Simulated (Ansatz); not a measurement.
**LiNbO3: the band gap up the ladder of functionals**

One table from this session's results is given with a row withheld; the runs are named, their logs left out.

Program: Ansatz 0.2.0. PAW datasets, plane waves. The values are computed, spin-unpolarised, and not measurements.

**The system as given**

The cell was relaxed beforehand with r2SCAN.

It is trigonal, R3c (No. 161); a = 5.137 Å, c = 13.885 Å in the conventional setting, 10.58 Å³ an atom. Around Li lie 6 O at 2.05–2.24 Å; around Nb lie 6 O at 1.88–2.14 Å; around O lie 2 Nb at 1.88–2.14 Å and 2 Li at 2.05–2.24 Å.

Coordinates:

```
Li Nb O
1.0
     5.13742    0.00018   -0.00088
     2.56850    4.86007    0.00515
     0.00145    2.70558    8.47697
Li Nb O
4 4 12
Direct
  0.44046 0.11908 0.14682
  0.94046 0.11908 0.64682
  0.19046 0.61908 0.39682
  0.69046 0.61908 0.89682
  0.01745 0.96511 0.00582
  0.51745 0.96511 0.50582
  0.76745 0.46511 0.25581
  0.26745 0.46511 0.75581
  0.73903 0.77597 0.36555
  0.79082 0.77597 0.05973
  0.30619 0.77597 0.18674
  0.18321 0.27597 0.30972
  0.66784 0.27597 0.43674
  0.23903 0.77597 0.86555
  0.73499 0.27597 0.11555
  0.29082 0.77597 0.55973
  0.80619 0.77597 0.68674
  0.68321 0.27597 0.80972
  0.16784 0.27597 0.93674
  0.23499 0.27597 0.61555
```

The first run:

Contents of input.yaml:

```yaml
crystal:
  lattice:
    - [5.1374171224, 0.0001791563, -0.0008829437]
    - [2.5684974662, 4.8600687865, 0.005151376]
    - [0.0014465006, 2.7055843537, 8.4769651063]
  atoms:
    - { symbol: Li, position: [0.4404640398, 0.1190768564, 0.1468185027] }
    - { symbol: Li, position: [0.9404640677, 0.1190778828, 0.6468188705] }
    - { symbol: Li, position: [0.1904637122, 0.619078877, 0.3968223457] }
    - { symbol: Li, position: [0.6904631488, 0.6190788163, 0.8968222626] }
    - { symbol: Nb, position: [0.0174497001, 0.9651127268, 0.0058166611] }
    - { symbol: Nb, position: [0.5174497605, 0.9651130671, 0.5058164578] }
    - { symbol: Nb, position: [0.7674503412, 0.4651127499, 0.2558128047] }
    - { symbol: Nb, position: [0.267450158, 0.4651132121, 0.7558126256] }
    - { symbol: O, position: [0.7390335849, 0.7759670912, 0.3655501084] }
    - { symbol: O, position: [0.7908164616, 0.7759727428, 0.0597256673] }
    - { symbol: O, position: [0.306186369, 0.7759684491, 0.1867430393] }
    - { symbol: O, position: [0.1832074368, 0.2759665001, 0.3097224698] }
    - { symbol: O, position: [0.6678364745, 0.2759698514, 0.4367418728] }
    - { symbol: O, position: [0.2390325891, 0.7759673486, 0.8655496937] }
    - { symbol: O, position: [0.7349944364, 0.2759723614, 0.1155475104] }
    - { symbol: O, position: [0.2908165332, 0.77597337, 0.5597254859] }
    - { symbol: O, position: [0.8061862308, 0.7759686072, 0.686742906] }
    - { symbol: O, position: [0.683206917, 0.2759665297, 0.8097219858] }
    - { symbol: O, position: [0.1678359997, 0.2759703005, 0.9367413839] }
    - { symbol: O, position: [0.2349945587, 0.2759726796, 0.6155473261] }
kpoints:
  mp_grid: { grid: [6, 6, 4] }
  band_path:
    path:
      - [[0.0, 0.0, 0.0], [-1.486935592345e-16, 0.4999999999625, -2.170529024819e-16], [0.2648772327333, 0.4999959814455, -0.7946399511434]]
      - [[0.4702372588821, 0.2351138170933, -0.9999998727719], [-4.021903467126e-06, -1.980679380777e-06, -1.0000018837], [0.0, 0.0, 0.0], [0.3675564198679, -5.576288050156e-06, -1.102680711786]]
      - [[0.3675572458077, 0.3675548992694, -0.8973199119576], [0.4999990581381, 0.4999943950953, -0.4999988036581], [0.0, 0.0, 0.0]]
    npoints: 10
hamiltonian:
  xc: pbe
scf:
  occupations: { method: fermi_dirac, width: 0.02 }
  n_extra_bands: 9
output:
  forces: true
  stress: true
  eigenvalues: true
```

Among the steps run: PBE bands along the symmetry lines; r2SCAN; HSE06; PBE+SOC; PBE0 at the same geometry.

One table of the session follows, with a row left open; its other results are not shown here.

| level | gap (eV) |
| --- | --- |
| PBE | 3.59 |
| r2SCAN | 4.00 |
| HSE06 | ? |
| PBE+SOC | 3.55 |
| PBE0 | 5.79 |

Q: Estimate the row for HSE06 from the others.

As computed: gap (eV): 5.03. In the column «gap (eV)» it lies between r2SCAN (4.00) and PBE0 (5.79).

Meshes: PBE 6×6×4, r2SCAN 6×6×4, HSE06 4×4×2, PBE+SOC 6×6×4, PBE0 4×4×2

PBE+SOC gives the least gap, 3.55 eV, and PBE0 the largest, 5.79 eV. PBE reaches 71 % of the HSE06 value, and r2SCAN 80 %. PBE0 lies 0.76 eV above HSE06, which differs from it by screening the long-range exchange.

To keep in mind: Warnings in the runs' records: near symmetry operations not taken, structure snapped to symmetry, stress scf threshold loose, stress exchange threshold loose.
